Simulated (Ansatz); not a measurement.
The system is WS2 (Tungstenite).

```
W S
1.0
     3.18000    0.00000    0.00000
    -1.59000    2.75396    0.00000
     0.00000    0.00000   12.50000
W S
2 4
Direct
  0.66667 0.33333 0.75000
  0.33333 0.66667 0.25000
  0.66667 0.33333 0.37500
  0.33333 0.66667 0.87500
  0.66667 0.33333 0.12500
  0.33333 0.66667 0.62500
```

| Quantity | Value |
| --- | --- |
| Program | Ansatz 0.2.0 |
| Task | relaxation of cell and atoms |
| Functional | PBE |
| Potentials or basis | JTH PAW |
| Cutoff | 1290 eV (not typed: the program's choice for these potentials) |
| k mesh | 10 × 10 × 3 |
| Occupations | fermi-dirac, width 0.05 eV |
| Spin | no spin polarisation |

At the start: volume 18.24 Å³/atom.

Q: How do energy, volume and symmetry change on relaxing?

A: It ends after 10 steps and the volume is 21.74 Å³/atom (+19.2 %); space group P6_3/mmc (No. 194, to 0.05 Å).

Step by step:
```
step  energy change (eV)  largest force (eV/Å)  volume (Å³)
   1              0.0000                0.1445       109.47
   2             -0.0493                0.1114       116.91
   3             -0.0708                0.0280       119.08
   4             -0.0764                0.0185       121.64
   5             -0.0789                0.0082       123.55
   6             -0.0812                0.0544       127.50
   7             -0.0817                0.0206       129.49
   8             -0.0818                0.0068       130.38
   9             -0.0818                0.0019       130.45
  10             -0.0838                0.0020       130.45
```

Final structure:
```cif
data_structure
_symmetry_space_group_name_H-M 'P 1'
_symmetry_Int_Tables_number 1
_cell_length_a 3.1891
_cell_length_b 3.1891
_cell_length_c 14.8108
_cell_angle_alpha 90.000
_cell_angle_beta 90.000
_cell_angle_gamma 120.000
_cell_volume 130.45
loop_
_atom_site_label
_atom_site_type_symbol
_atom_site_fract_x
_atom_site_fract_y
_atom_site_fract_z
_atom_site_occupancy
W1 W 0.66667 0.33333 0.75000 1
W2 W 0.33333 0.66667 0.25000 1
S1 S 0.66667 0.33333 0.35610 1
S2 S 0.33333 0.66667 0.85610 1
S3 S 0.66667 0.33333 0.14390 1
S4 S 0.33333 0.66667 0.64390 1
```

Caveat: the volume moved by over 15 % at a fixed basis, so the end points are rough; the plane-wave basis is chosen anew once the cell has moved, so the energies of steps on either side of that aren't comparable; this functional lacks dispersion, which binds the layers, so the pressure and a relaxed spacing across them are unreliable, and here the layers came unbound.
